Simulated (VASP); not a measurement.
Wanted: the native input for a VASP 6.6.1 run.

```yaml
Task: relaxation of cell and atoms
Functional: PBEsol
Potentials_or_basis: VASP PAW PBE potentials, release 64 (Mo_sv, S)
Cutoff: 600 eV
k_mesh: 8 × 8 × 2
Occupations: gaussian, width 0.02 eV
Spin: no spin polarisation
Ladder: gaps
Further_INCAR_settings: ALGO = Normal; EDIFF = 1e-06; IBRION = 2; EDIFFG = -0.01; NSW = 60; ISIF = 3
```

The structure of MoS2 lies in POSCAR:

```
MoS2
1.0
    3.1841260822      0.0000000000      0.0000000000
   -1.5920630411      2.7575340760      0.0000000000
    0.0000000000      0.0000000000     17.3345999500
Mo S
1 2
Direct
    0.0000000000      0.0000000000      0.0000000000
    0.3333333333      0.6666666667      0.9105070200
    0.3333333333      0.6666666667      0.0894929800
```

These files were run (other wordings do the same):

INCAR

```
SYSTEM = MoS2
PREC = Accurate
ENCUT = 600
EDIFF = 1E-6
ISMEAR = 0
SIGMA = 0.02
LREAL = .False.
LASPH = .True.
NELM = 100
ALGO = Normal
ISIF = 3
LWAVE = .False.
LCHARG = .False.
GGA = PS
IBRION = 2
NSW = 60
EDIFFG = -0.01
```

KPOINTS

```
Automatic mesh
0
Gamma
  8 8 2
  0 0 0
```

Potentials or basis: VASP PAW PBE potentials, release 64 (Mo_sv, S).

Command:

```sh
$ cat potpaw_PBE.64/Mo_sv/POTCAR potpaw_PBE.64/S/POTCAR > POTCAR
$ mpirun -np 1 vasp_std > vasp.out
```

Results of the run:

```
Relaxed volume                         : 49.49 Å³/atom
Relaxed cell                           : a = 3.141 Å, b = 3.141 Å, c = 17.379 Å, α = 90.00°, β = 90.00°, γ = 120.00°
Space group after relaxing (to 0.05 Å) : P-6m2 (No. 187)
Energy gained by relaxing              : 6.2 meV/atom
Ionic steps                            : 5
Band gap on the k mesh                 : 2.07 eV, indirect (least direct gap 2.13 eV)
```

Caveat: the PAW data sets were made with another functional, which shifts forces and pressure a little.

Run time: 5.4 min on 1 thread of Intel(R) Xeon(R) Platinum 8259CL CPU @ 2.50GHz (Skylake/Cascade Lake) (shared host), peak memory 0.37 GiB.
